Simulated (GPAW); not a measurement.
# Si (Fd-3m) in GPAW: further runs

The runs below take Si through single point, with LDA, PBE0, PBEsol.

All numbers are computed with GPAW 26.7.0; they aren't measurements. Logs are shortened: lines on timing, memory, paths and dates and some standing lists are left out, and cuts for length are marked. The log counts tension as positive stress, the text compression.

## (1) Starting point

The structure is cubic, space group Fd-3m (No. 227). Conventional cell: a = 5.444 Å, b = 5.444 Å, c = 5.444 Å, α = 90.00°, β = 90.00°, γ = 90.00°. Si (site symmetry -43m) is surrounded by 4 Si at 2.36 Å.

## (2) Single point, LDA

run.py reads:

```python
from ase import Atoms
from ase.dft.bandgap import bandgap
from ase.io import write
from ase.units import GPa
from gpaw import GPAW, PW

atoms = Atoms(['Si', 'Si'],
              cell=[[0.0, 2.7218511865, 2.7218511865],
                    [2.7218511865, 0.0, 2.7218511865],
                    [2.7218511865, 2.7218511865, 0.0]],
              scaled_positions=[[0.5, 0.5, 0.5],
                                [0.75, 0.75, 0.75]],
              pbc=True)

calc = GPAW(mode=PW(400),
            xc='LDA',
            kpts={'size': (7, 7, 7), 'gamma': True},
            occupations={'name': 'fermi-dirac', 'width': 0.05},
            nbands=11,
            maxiter=120,
            txt='gpaw.txt')
atoms.calc = calc
energy = atoms.get_potential_energy()
forces = atoms.get_forces()
stress = atoms.get_stress()
calc.write('gs.gpw')
write('result.traj', atoms)
print(f'Energy: {energy:.6f} eV')
print('Forces (eV/A):')
print(forces.round(4))
print('Stress (GPa):', (stress / GPa).round(3))
print('Fermi level:', round(calc.get_fermi_level(), 4), 'eV')
print(f'Gap: {bandgap(calc)[0]:.4f} eV, direct: {bandgap(calc, direct=True)[0]:.4f} eV')
```

Potentials or basis: the program's PAW data sets (release 1.2.1) made for this functional, pw.

Run with:

```sh
> OMP_NUM_THREADS=1 python run.py
```

gpaw.txt:

```text
__  _  _
 | _ |_)|_||  |
 |__||  | ||/\| - 26.7.0

Input parameters:
  mode=PW(ecut=400.0),
  kpts=MonkhorstPack(size=(7, 7, 7), gamma=True),
  maxiter=120,
  nbands=11,
  occupations=Occupations(name='fermi-dirac', width=0.05),
  xc=XC(name='LDA')

Diagonalizing LCAO Hamiltonian
Converting LCAO to pw mode

           Si

       Si

Atoms  # Å, Bohr magnetons
|   | symbol |        x |        y |        z |    initial magnetic moments |
|---|--------|----------|----------|----------|-----------------------------|
| 0 |     Si | 2.721851 | 2.721851 | 2.721851 | ( 0.0000,  0.0000,  0.0000) |
| 1 |     Si | 4.082777 | 4.082777 | 4.082777 | ( 0.0000,  0.0000,  0.0000) |

Unit cell  # Å
| periodic |        x |        y |        z |  lengths |    angles |
|----------|----------|----------|----------|----------|-----------|
|      yes | 0.000000 | 2.721851 | 2.721851 | 3.849279 | 60.000000 |
|      yes | 2.721851 | 0.000000 | 2.721851 | 3.849279 | 60.000000 |
|      yes | 2.721851 | 2.721851 | 0.000000 | 3.849279 | 60.000000 |

Number of symmetries: 24
Symmetry operations  # r_c * U_cc + t_c -> r_c
|    | kind |            matrix            |
|----|------|------------------------------|
|  0 |  E   |  1, 0, 0,  0, 1, 0,  0, 0, 1 |
|  1 |  σ   |  1, 0, 0,  0, 0, 1,  0, 1, 0 |
|  2 |  σ   |  1, 0,-1,  0, 1,-1,  0, 0,-1 |
|  3 |  C3  |  1, 0,-1,  0, 0,-1,  0, 1,-1 |
|  4 |  C3  |  1,-1, 0,  0,-1, 1,  0,-1, 0 |
|  5 |  σ   |  1,-1, 0,  0,-1, 0,  0,-1, 1 |
|  6 |  σ   |  0, 1, 0,  1, 0, 0,  0, 0, 1 |
|  7 |  C3  |  0, 1, 0,  0, 0, 1,  1, 0, 0 |
|  8 |  C2  |  0, 1,-1,  1, 0,-1,  0, 0,-1 |
|  9 |  S4  |  0, 1,-1,  0, 0,-1,  1, 0,-1 |
| 10 |  C3  |  0, 0, 1,  1, 0, 0,  0, 1, 0 |
| 11 |  σ   |  0, 0, 1,  0, 1, 0,  1, 0, 0 |
| 12 |  S4  |  0, 0,-1,  1, 0,-1,  0, 1,-1 |
| 13 |  C3  |  0, 0,-1,  0, 1,-1,  1, 0,-1 |
| 14 |  S4  |  0,-1, 1,  1,-1, 0,  0,-1, 0 |
| 15 |  C2  |  0,-1, 1,  0,-1, 0,  1,-1, 0 |
| 16 |  C3  |  0,-1, 0,  1,-1, 0,  0,-1, 1 |
| 17 |  S4  |  0,-1, 0,  0,-1, 1,  1,-1, 0 |
| 18 |  S4  | -1, 1, 0, -1, 0, 1, -1, 0, 0 |
| 19 |  C3  | -1, 1, 0, -1, 0, 0, -1, 0, 1 |
| 20 |  C3  | -1, 0, 1, -1, 1, 0, -1, 0, 0 |
| 21 |  S4  | -1, 0, 1, -1, 0, 0, -1, 1, 0 |
| 22 |  σ   | -1, 0, 0, -1, 1, 0, -1, 0, 1 |
| 23 |  C2  | -1, 0, 0, -1, 0, 1, -1, 1, 0 |

BZ-sampling:
  Number of BZ points: 343
  Number of IBZ points: 20

  Monkhorst-Pack size: [7, 7, 7]
  Monkhorst-Pack shift: [0, 0, 0]

K-points  # in reciprocal-cell coordinates
|     |                                coordinates |     weight |
|-----|--------------------------------------------|------------|
|   0 | (  0.00000000,   0.00000000,   0.00000000) | 0.00291545 |
|   1 | (  0.14285714,   0.14285714,   0.00000000) | 0.01749271 |
|   2 | (  0.14285714,   0.14285714,   0.14285714) | 0.02332362 |
|   3 | (  0.28571429,   0.14285714,   0.14285714) | 0.03498542 |
|   4 | (  0.28571429,   0.28571429,   0.00000000) | 0.01749271 |
|   5 | (  0.28571429,   0.28571429,   0.14285714) | 0.06997085 |
|   6 | (  0.28571429,   0.28571429,   0.28571429) | 0.02332362 |
|   7 | (  0.42857143,  -0.28571429,  -0.28571429) | 0.03498542 |
|   8 | (  0.42857143,   0.28571429,  -0.42857143) | 0.13994169 |
|   9 | (  0.42857143,   0.28571429,  -0.28571429) | 0.06997085 |
| ... |                                            |            |
|  19 | (  0.42857143,   0.42857143,   0.42857143) | 0.02332362 |

Plane wave coefficients: 748
Cutoff: 400.0 eV

Spin-components: 1 (collinear spins)
Bands:           11
Projectors:      10
Spin-degeneracy: 2
Datatype:        complex128

Parallelization:
  kpt:    1
  domain: 1
  band:   1

Density:
  Valence electrons: 8.0
  Components: 1
  Grid points: [18 18 18]
  Charge: 0.0  # |e|

Potential:
  Grid points: [18 18 18]

species:
  Si:
    name:    Silicon
    Z:       14.0
    valence: 4
    core:    10
    charge:  0.0  # [|e|]
    compensation charges:
      type: gauss
      rc: 0.33  # [Å]
      lmax: 2
    cutoffs:
      filter: 1.86  # [Å]
      core: 2.06  # [Å]
    projectors
    | kind |    occ | energy [eV] | rcut [Å] |
    |------|--------|-------------|----------|
    |   3s |  2.000 |     -10.878 |    1.058 |
    |   3p |  2.000 |      -4.162 |    1.058 |
    |    s |        |      16.334 |    1.058 |
    |    p |        |      23.049 |    1.058 |
    |    d |        |       0.000 |    1.058 |

    Using partial waves for Si as LCAO basis

Reference energy: -15717.426366  # eV

eigensolver:
  PPCG
  Converge bands: occupied
  niter=2

density mixing:
  MSR1-Mixer
  Pratt-step length: 0.05
  Maximum mixing coefficient: 0.75
  Old densities: 10
  SVD Regularization: 0.005
  Good broyden scale: 1.0
  Trust region scale: 1.0
  Backstep threshold: 4.0
  History deletion threshold: 6.0
  Fourier metric: weight=20.0, sigma=0.015

occupation numbers:
  Fermi-Dirac:
    width: 0.0500  # eV

poisson solver:
  ecut: 3200.0  # eV

xc functional:
  name: None

convergence criteria:
- Maximum [total energy] change in last 3 cyles: 0.0005 eV / valence electron
- Maximum integral of absolute [dens]ity change: 0.0001 electrons / valence electron
- Maximum integral of absolute [eigenst]ate change: 4e-08 eV^2 / valence electron
maximum number of iterations: 120

SCF iterations
|iter     | |      energy | eigst |  dens |
|---------|-|-------------|-------|-------|
|iter:   1| |  -12.048915 | -0.06 |       |
|iter:   2| |  -12.029553 | -2.54 | -0.80 |
|iter:   3| |  -11.874111 | -2.23 | -0.83 |
|iter:   4| |  -11.871454 | -3.27 | -1.48 |
|iter:   5| |  -11.871512c| -5.06 | -2.27 |
|iter:   6| |  -11.871515c| -6.61 | -3.27 |
|iter:   7| |  -11.871515c| -7.95c| -3.72 |
|iter:   8| |  -11.871515c| -8.74c| -5.13c|

Converged in 8 steps
Energy contributions relative to reference atoms: (reference = -15717.426366)

Energy contributions:
  Kinetic:          14.846685
  Coulomb:         -13.132585
  Zero:             -0.019596
  External:          0.000000
  Xc:              -13.565961
  Entropy:          -0.000116
  Spinorbit:         0.000000
  ----------------------------
  Free energy:     -11.871573
  Extrapolated:    -11.871515

dipole moment: (3.534580, 3.534580, 3.534580)  # |e|*Ang

Fermi level: 5.294
Eigenvalues  # (at kpt = [0.000, 0.000, 0.000])
| band index |      eig [eV] | occ [0-2] |
|------------|---------------|-----------|
|          0 |        -6.849 |     2.000 |
|          1 |         5.070 |     1.978 |
|          2 |         5.070 |     1.978 |
|          3 |         5.070 |     1.978 |
|          4 |         7.595 |     0.000 |
|          5 |         7.595 |     0.000 |
|          6 |         7.595 |     0.000 |
|          7 |         8.187 |     0.000 |
|          8 |        12.731 |     0.000 |
|          9 |        12.801 |     0.000 |
|         10 |        12.801 |     0.000 |

Gap: 0.483 eV
Transition (v -> c):
  (s=0, k=0, n=3, [0.00, 0.00, 0.00]) -> (s=0, k=16, n=4, [0.43, 0.43, 0.00])
Direct/indirect transitions are different
Direct gap: 2.525 eV
Transition at: (s=0, k=0, n=3, [0.00, 0.00, 0.00])

Forces  # eV/Ang
|       x |        y |       z |
|---------|----------|---------|
| 0.00000 |  0.00000 | 0.00000 |  # Si   0
| 0.00000 | -0.00000 | 0.00000 |  # Si   1

Stress tensor  # eV/Ang^3
|         x |        y |         z |
|-----------|----------|-----------|
|  0.011827 | 0.000000 | -0.000000 |
|  0.000000 | 0.011827 |  0.000000 |
| -0.000000 | 0.000000 |  0.011827 |

# Writing to gs.gpw (mode='')
```

Wall time 6.1 s (1 thread of Intel Xeon Platinum 8259CL at 2.50GHz (Skylake/Cascade Lake), shared host); peak memory 0.12 GiB.

These settings aren't checked as converged: the numbers below hold their error.

What came out:

```yaml
Free_energy: -11.8716 eV
Pressure: -1.9 GPa
Band_gap_on_the_k_mesh: 0.48 eV, indirect (least direct gap 2.52 eV)
```

Caveat: the cutoff is short for stress and forces, so pressures can be off by a GPa or more; an odd mesh through Γ misses points on the zone boundary, where band edges often lie.

## (3) Single point, PBE0

run.py reads:

```python
from ase import Atoms
from ase.dft.bandgap import bandgap
from ase.io import write
from ase.parallel import parprint
from gpaw import GPAW, PW

atoms = Atoms(['Si', 'Si'],
              cell=[[0.0, 2.7218511865, 2.7218511865],
                    [2.7218511865, 0.0, 2.7218511865],
                    [2.7218511865, 2.7218511865, 0.0]],
              scaled_positions=[[0.5, 0.5, 0.5],
                                [0.75, 0.75, 0.75]],
              pbc=True)

calc = GPAW(mode=PW(450),
            xc='PBE0',
            kpts={'size': (6, 6, 6), 'gamma': True},
            occupations={'name': 'fermi-dirac', 'width': 0.05},
            nbands=9,
            convergence={'density': 1e-05, 'energy': 1e-05},
            maxiter=60,
            txt='gpaw.txt')
atoms.calc = calc
energy = atoms.get_potential_energy()
forces = atoms.get_forces()
calc.write('gs.gpw')
write('result.traj', atoms)
parprint(f'Energy: {energy:.6f} eV')
parprint('Forces (eV/A):')
parprint(forces.round(4))
parprint('Fermi level:', round(calc.get_fermi_level(), 4), 'eV')
parprint(f'Gap: {bandgap(calc)[0]:.4f} eV, direct: {bandgap(calc, direct=True)[0]:.4f} eV')
```

Potentials or basis: GPAW PAW data sets (gpaw-data 1.2.1), pw.

Run with:

```sh
> OMP_NUM_THREADS=1 mpirun -n 8 gpaw python run.py
```

It took 17 min on 8 MPI ranks of Intel Xeon at 2.50GHz (Skylake/Cascade Lake), shared host; peak memory 0.18 GiB.

It converged, with:

- Free energy: -12.0851 eV
- Band gap on the k mesh: 1.95 eV, indirect (least direct gap 3.97 eV)

Levels at points of the mesh, in eV from the valence-band top:
```
           k point  band 1  band 2  band 3  band 4  band 5
(0.00, 0.00, 0.00)  -13.35    0.00    0.00    0.00    3.97
(0.50, 0.50, 0.00)   -8.75   -8.75   -3.17   -3.17    1.95
(0.50, 0.50, 0.50)  -10.77   -7.79   -1.33   -1.33    2.86
```

Caveat: the PAW data sets were made with another functional, which shifts forces and pressure a little.

## (4) Single point, PBEsol

run.py reads:

```python
from ase import Atoms
from ase.dft.bandgap import bandgap
from ase.io import write
from ase.units import GPa
from gpaw import GPAW, PW, setup_paths

setup_paths.insert(0, '.')

atoms = Atoms(['Si', 'Si'],
              cell=[[0.0, 2.7218511865, 2.7218511865],
                    [2.7218511865, 0.0, 2.7218511865],
                    [2.7218511865, 2.7218511865, 0.0]],
              scaled_positions=[[0.5, 0.5, 0.5],
                                [0.75, 0.75, 0.75]],
              pbc=True)

calc = GPAW(mode=PW(400),
            xc='PBEsol',
            kpts={'size': (7, 7, 7), 'gamma': True},
            occupations={'name': 'fermi-dirac', 'width': 0.05},
            nbands=11,
            maxiter=120,
            txt='gpaw.txt')
atoms.calc = calc
energy = atoms.get_potential_energy()
forces = atoms.get_forces()
stress = atoms.get_stress()
calc.write('gs.gpw')
write('result.traj', atoms)
print(f'Energy: {energy:.6f} eV')
print('Forces (eV/A):')
print(forces.round(4))
print('Stress (GPa):', (stress / GPa).round(3))
print('Fermi level:', round(calc.get_fermi_level(), 4), 'eV')
print(f'Gap: {bandgap(calc)[0]:.4f} eV, direct: {bandgap(calc, direct=True)[0]:.4f} eV')
```

Potentials or basis: PAW data sets generated in the run's folder for this functional, pw.

Run with:

```sh
> gpaw-setup -f PBEsol Si
> OMP_NUM_THREADS=1 python run.py
```

Wall time 4.3 s (1 thread of Arm Neoverse V2, shared host); peak memory 0.12 GiB.

These settings aren't checked as converged: the numbers below hold their error.

What came out:

```
Free energy            : -11.4688 eV
Pressure               : -0.3 GPa
Band gap on the k mesh : 0.47 eV, indirect (least direct gap 2.52 eV)
```

Caveat: the cutoff is short for stress and forces, so pressures can be off by a GPa or more; an odd mesh through Γ misses points on the zone boundary, where band edges often lie.
